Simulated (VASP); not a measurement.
# MgO (Fm-3m) in VASP: further runs

One crystal, MgO, is run at these levels: PBE; tasks: relaxation of cell and atoms.

All numbers are computed with VASP 6.6.1; they aren't measurements. Logs are shortened: lines on timing, memory, paths and dates and some standing lists are left out, and cuts for length are marked.

### Step 1. Starting point

It takes space group Fm-3m (No. 225, cubic). The conventional cell has a = 4.217 Å, b = 4.217 Å, c = 4.217 Å, α = 90.00°, β = 90.00°, γ = 90.00°. Around Mg (site symmetry m-3m) lie 6 O at 2.11 Å. O (site symmetry m-3m) is surrounded by 6 Mg at 2.11 Å.

### Step 2. Relaxation of cell and atoms, PBE

INCAR reads:

```
  PREC = Accurate
  ENCUT = 520
  EDIFF = 1E-7
  ISMEAR = 0
  SIGMA = 0.02
  LREAL = False
  LASPH = True
  NELM = 60
  ALGO = Normal
  ISIF = 3
  LWAVE = False
  LCHARG = False
  GGA = PE
  IBRION = 2
  NSW = 80
  EDIFFG = -0.002
```

KPOINTS reads:

```
regular mesh
0
Gamma
  8 8 8
```

POSCAR reads:

```
MgO
1.0
    0.0000000000      2.1085000000      2.1085000000
    2.1085000000      0.0000000000      2.1085000000
    2.1085000000      2.1085000000      0.0000000000
Mg O
1 1
Direct
    0.0000000000      0.0000000000      0.0000000000
    0.5000000000      0.5000000000      0.5000000000
```

Potentials or basis: VASP PAW PBE potentials, release 64 (Mg, O).

Run with:

```bash
$ cat potpaw_PBE.64/Mg/POTCAR potpaw_PBE.64/O/POTCAR > POTCAR
$ mpirun -np 1 vasp_std > vasp.out
```

OUTCAR:

```text
PREC = Accurate
   ENCUT = 520
   EDIFF = 1E-7
   ISMEAR = 0
   LREAL = False
   LASPH = True
   NELM = 60
   ISIF = 3
   GGA = PE
   IBRION = 2
   NSW = 80
   EDIFFG = -0.002

 ion  position               nearest neighbor table
   1  0.000  0.000  0.000-   2 2.11   2 2.11   2 2.11   2 2.11   2 2.11   2 2.11
   2  0.500  0.500  0.500-   1 2.11   1 2.11   1 2.11   1 2.11   1 2.11   1 2.11

  LATTYP: Found a face centered cubic cell.
 ALAT       =     4.2170000000

  Lattice vectors:

 A1 = (   0.0000000000,   2.1085000000,   2.1085000000)
 A2 = (   2.1085000000,   0.0000000000,   2.1085000000)
 A3 = (   2.1085000000,   2.1085000000,   0.0000000000)

Analysis of symmetry for initial positions (statically):
=====================================================================
 Subroutine PRICEL returns:
 Original cell was already a primitive cell.

 Routine SETGRP: Setting up the symmetry group for a
 face centered cubic supercell.

 Subroutine GETGRP returns: Found 48 space group operations
 (whereof 48 operations were pure point group operations)
 out of a pool of 48 trial point group operations.

The static configuration has the point symmetry O_h .

Analysis of symmetry for dynamics (positions and initial velocities):
=====================================================================
 Subroutine PRICEL returns:
 Original cell was already a primitive cell.

 Routine SETGRP: Setting up the symmetry group for a
 face centered cubic supercell.

 Subroutine GETGRP returns: Found 48 space group operations
 (whereof 48 operations were pure point group operations)
 out of a pool of 48 trial point group operations.

The dynamic configuration has the point symmetry O_h .

 Subroutine INISYM returns: Found 48 space group operations
 (whereof 48 operations are pure point group operations),
 and found     1 'primitive' translations

----------------------------------------------------------------------------------------

                                     Primitive cell

  volume of cell :      18.7478

  direct lattice vectors                    reciprocal lattice vectors
     0.000000000  2.108500000  2.108500000    -0.237135404  0.237135404  0.237135404
     2.108500000  0.000000000  2.108500000     0.237135404 -0.237135404  0.237135404
     2.108500000  2.108500000  0.000000000     0.237135404  0.237135404 -0.237135404

  length of vectors
     2.981869296  2.981869296  2.981869296     0.410730569  0.410730569  0.410730569

  position of ions in fractional coordinates (direct lattice)
     0.000000000  0.000000000  0.000000000
     0.500000000  0.500000000  0.500000000

  ion indices of the primitive-cell ions
   primitive index   ion index
                 1           1
                 2           2

----------------------------------------------------------------------------------------

 KPOINTS: regular mesh

Automatic generation of k-mesh.
 Grid dimensions read from file:
 generate k-points for:    8    8    8

 Generating k-lattice:

  Cartesian coordinates                     Fractional coordinates (reciprocal lattice)
    -0.029641926  0.029641926  0.029641926     0.125000000  0.000000000  0.000000000
     0.029641926 -0.029641926  0.029641926     0.000000000  0.125000000  0.000000000
     0.029641926  0.029641926 -0.029641926     0.000000000  0.000000000  0.125000000

  Length of vectors
     0.051341321  0.051341321  0.051341321

  Shift w.r.t. Gamma in fractional coordinates (k-lattice)
     0.000000000  0.000000000  0.000000000

 Subroutine IBZKPT returns following result:
 ===========================================

 Found     29 irreducible k-points:

 Following reciprocal coordinates:
            Coordinates               Weight
  0.000000  0.000000  0.000000      1.000000
  0.125000  0.000000  0.000000      8.000000
  0.250000  0.000000  0.000000      8.000000
  0.375000  0.000000  0.000000      8.000000
  0.500000  0.000000  0.000000      4.000000
  0.125000  0.125000  0.000000      6.000000
[... 16 lines left out ...]
  0.500000  0.250000  0.125000     48.000000
 -0.375000  0.250000  0.125000     24.000000
 [... further k-points ...]
   k-points           NKPTS =     29   k-points in BZ     NKDIM =     29   number of bands    NBANDS=      8
   number of dos      NEDOS =    301   number of ions     NIONS =      2
   total plane-waves  NPLWV =  13824
   dimension x,y,z NGX =    24 NGY =   24 NGZ =   24
   dimension x,y,z NGXF=    48 NGYF=   48 NGZF=   48
   ions per type =               1   1
   NGX,Y,Z   is equivalent  to a cutoff of  13.38, 13.38, 13.38 a.u.
   NGXF,Y,Z  is equivalent  to a cutoff of  26.76, 26.76, 26.76 a.u.
 SYSTEM =  unknown system
   PREC   = accura    normal or accurate (medium, high low for compatibility)
   ISTART =      0    job   : 0-new  1-cont  2-samecut
   ICHARG =      2    charge: 1-file 2-atom 10-const
   ISPIN  =      1    spin polarized calculation?
   LNONCOLLINEAR =      F non collinear calculations
   LSORBIT =      F    spin-orbit coupling
   LASPH  =      T    aspherical Exc in radial PAW
   ENCUT  =  520.0 eV  38.22 Ry    6.18 a.u.   5.54  5.54  5.54*2*pi/ulx,y,z
   NELM   =     60;   NELMIN=  2; NELMDL= -5     # of ELM steps
   EDIFF  = 0.1E-06   stopping-criterion for ELM
   LREAL  =      F    real-space projection
   EDIFFG = -.2E-02   stopping-criterion for IOM
   NSW    =     80    number of steps for IOM
   IBRION =      2    ionic relax: 0-MD 1-quasi-New 2-CG
   NFREE  =      1    steps in history (QN), initial steepest desc. (CG)
   ISIF   =      3    stress and relaxation
   ISYM   =      2    0-nonsym 1-usesym 2-fastsym
   POTIM  = 0.5000    time-step for ionic-motion
   TEBEG  =    0.0;   TEEND  =   0.0 temperature during run
   PSTRESS=    0.0 pullay stress
   NELECT =       8.0000    total number of electrons
   NUPDOWN=      -1.0000    fix difference up-down
   EMIN   =  10.00;   EMAX   =-10.00  energy-range for DOS
   EFERMI =   0.00;   METHOD = LEGACY
   ISMEAR =     0;   SIGMA  =   0.02  broadening in eV -4-tet -1-fermi 0-gaus
   EFERMI_NEDOS =   21; number of points for ismear=-14 and -15
   IALGO  =     38    algorithm
   IMIX   =      4    mixing-type and parameters
     AMIX     =   0.40;   BMIX     =  1.00
     AMIX_MAG =   1.60;   BMIX_MAG =  1.00
  volume/ion in A,a.u.               =       9.37        63.26
  Fermi-wavevector in a.u.,A,eV,Ry     =   1.232503  2.329092 20.668107  1.519063
  Thomas-Fermi vector in A             =   2.367270
   LORBIT       =      0    0 simple, 1 ext, 2 COOP (PROOUT), +10 PAW based schemes
   GGA     = PE    functional components
   LHFCALC =     F    Hartree Fock is set to
   AEXX    =    0.0000 exact exchange contribution
   IVDW    =     0    specifies the selected vdW correction
   LEPSILON=     F    determine dielectric tensor
   LRPA    =     F    only Hartree local field effects (RPA)
 conjugate gradient relaxation of ions
 non-spin polarized calculation
 Gauss-broadening in eV      SIGMA  =   0.02
  energy-cutoff  :      520.00
  volume of cell :       18.75
 maximum number of plane-waves:       531
 NGX is ok and might be reduce to    24
   NGX = 11   NGY = 11   NGZ = 11

--------------------------------------- Ionic step        1  -------------------------------------------

 number of electron       8.0000005 magnetization

 Free energy of the ion-electron system (eV)
  ---------------------------------------------------
  ext. energy  EPLUGINS =         0.00000000
  ---------------------------------------------------
  free energy    TOTEN  =       -11.90710887 eV

  energy without entropy =      -11.90710887  energy(sigma->0) =      -11.90710887

------------------------ aborting loop because EDIFF is reached ----------------------------------------

  FORCE on cell =-STRESS in cart. coord.  units (eV):
  Direction    XX          YY          ZZ          XY          YZ          ZX
  --------------------------------------------------------------------------------------
  -------------------------------------------------------------------------------------
  Total        0.3946086      0.3946086      0.3946086     -0.0000000     -0.0000000      0.0000000
  in kB       33.7230074     33.7230074     33.7230074     -0.0000000     -0.0000000      0.0000000
  external PRESSURE =      33.7230074 kB  Pullay stress =       0.0000000 kB

 VOLUME and BASIS-vectors are now :
 -----------------------------------------------------------------------------
  energy-cutoff  :      520.00
  volume of cell :       18.75
      direct lattice vectors                 reciprocal lattice vectors
     0.000000000  2.108500000  2.108500000    -0.237135404  0.237135404  0.237135404
     2.108500000  0.000000000  2.108500000     0.237135404 -0.237135404  0.237135404
     2.108500000  2.108500000  0.000000000     0.237135404  0.237135404 -0.237135404
[... 37 lines left out ...]
 POSITION                                       TOTAL-FORCE (eV/Angst)
 -----------------------------------------------------------------------------------
      4.25714      2.12857      2.12857        -0.000000      0.000000      0.000000
      2.12857      2.12857      2.12857         0.000000     -0.000000     -0.000000
 -----------------------------------------------------------------------------------
    total drift:                               -0.000000     -0.000000      0.000000

  FREE ENERGIE OF THE ION-ELECTRON SYSTEM (eV)
  ---------------------------------------------------
  free  energy   TOTEN  =       -11.9107690149 eV

  energy  without entropy=      -11.9107690149  energy(sigma->0) =      -11.91076901

--------------------------------------- Ionic step        3  -------------------------------------------

 number of electron       8.0000004 magnetization

 Free energy of the ion-electron system (eV)
  ---------------------------------------------------
  ext. energy  EPLUGINS =         0.00000000
  ---------------------------------------------------
  free energy    TOTEN  =       -11.91124979 eV

  energy without entropy =      -11.91124979  energy(sigma->0) =      -11.91124979

 E-fermi :   3.1129     XC(G=0): -10.9625

 val. band max:        3.0044820016   @ k =   0.0000   0.0000   0.0000
 cond. band min:       7.4947265345   @ k =   0.0000   0.0000   0.0000
 fundamental gap:      4.4902445329
 Fermi energy:         3.1128614082

 k-point     1 :       0.0000    0.0000    0.0000
  band No.  band energies     occupation
      1     -14.1345      2.00000
      2       3.0045      2.00000
      3       3.0045      2.00000
      4       3.0045      2.00000
      5       7.4947      0.00000
      6      18.6642      0.00000
      7      18.6642      0.00000
      8      18.6642      0.00000

 k-point     2 :       0.1250    0.0000    0.0000
  band No.  band energies     occupation
      1     -13.9780      2.00000
      2       2.0589      2.00000
      3       2.9058      2.00000
      4       2.9058      2.00000
      5       8.4123      0.00000
      6      16.9929      0.00000
      7      19.0081      0.00000
      8      19.0082      0.00000
[... 221 lines left out ...]
 k-point    23 :       0.5000    0.2500    0.1250
  band No.  band energies     occupation
      1     -12.9250      2.00000
      2      -0.6190      2.00000
      3       1.3267      2.00000
      4       2.1669      2.00000
      5      12.2903      0.00000
      6      14.4860      0.00000
      7      16.6535      0.00000
      8      19.8485      0.00000

 k-point    24 :      -0.3750    0.2500    0.1250
  band No.  band energies     occupation
      1     -12.7664      2.00000
      2      -0.9002      2.00000
      3       1.1246      2.00000
      4       2.0505      2.00000
      5      12.5026      0.00000
      6      14.9648      0.00000
      7      16.2359      0.00000
      8      19.6019      0.00000

 [... further k-points ...]
[... 5 lines left out ...]
  --------------------------------------------------------------------------------------
  -------------------------------------------------------------------------------------
  Total        0.0005080      0.0005080      0.0005080      0.0000000      0.0000000     -0.0000000
  in kB        0.0425049      0.0425049      0.0425049      0.0000000      0.0000000     -0.0000000
  external PRESSURE =       0.0425049 kB  Pullay stress =       0.0000000 kB

 VOLUME and BASIS-vectors are now :
 -----------------------------------------------------------------------------
  energy-cutoff  :      520.00
  volume of cell :       19.15
      direct lattice vectors                 reciprocal lattice vectors
    -0.000000000  2.123405345  2.123405345    -0.235470821  0.235470821  0.235470821
     2.123405345 -0.000000000  2.123405345     0.235470821 -0.235470821  0.235470821
     2.123405345  2.123405345 -0.000000000     0.235470821  0.235470821 -0.235470821

 POSITION                                       TOTAL-FORCE (eV/Angst)
 -----------------------------------------------------------------------------------
     -0.00000      0.00000      0.00000         0.000000      0.000000      0.000000
      2.12341      2.12341      2.12341        -0.000000     -0.000000     -0.000000
 -----------------------------------------------------------------------------------
    total drift:                               -0.000000     -0.000000      0.000000

  FREE ENERGIE OF THE ION-ELECTRON SYSTEM (eV)
  ---------------------------------------------------
  free  energy   TOTEN  =       -11.9112497863 eV

  energy  without entropy=      -11.9112497863  energy(sigma->0) =      -11.91124979

 reached required accuracy - stopping structural energy minimisation
```

Wall time 7.7 s (1 thread of Intel Xeon Platinum 8488C (Sapphire Rapids), shared host); peak memory 0.14 GiB.

Results:

```yaml
Free_energy: -11.9112 eV
Relaxed_volume: 9.57 Å³/atom
Relaxed_cell: a = 3.003 Å, b = 3.003 Å, c = 3.003 Å, α = 60.00°, β = 60.00°, γ = 60.00°
Space_group_after_relaxing_to_0.05_Å: Fm-3m (No. 225)
Energy_gained_by_relaxing: 2.1 meV/atom
Ionic_steps: 3
Pressure_after_relaxing: 0.0 GPa
Band_gap_on_the_k_mesh: 4.49 eV, direct
```

Step by step:
| step | energy change (eV) | largest force (eV/Å) | pressure (GPa) | volume (Å³) |
| --- | --- | --- | --- | --- |
| 1 | 0.0000 | 0.0000 | 3.37 | 18.75 |
| 2 | -0.0037 | 0.0000 | -1.09 | 19.29 |
| 3 | -0.0041 | 0.0000 | 0.00 | 19.15 |

Final structure:
```
Mg O
1.0
     0.00000    2.12341    2.12341
     2.12341    0.00000    2.12341
     2.12341    2.12341    0.00000
Mg O
1 1
Direct
  0.00000 0.00000 0.00000
  0.50000 0.50000 0.50000
```

A hybrid or GW would open this gap; PBE tends to underestimate it. Zero-point motion and thermal expansion aren't in these numbers.

(Continued in part 2 of 2.)
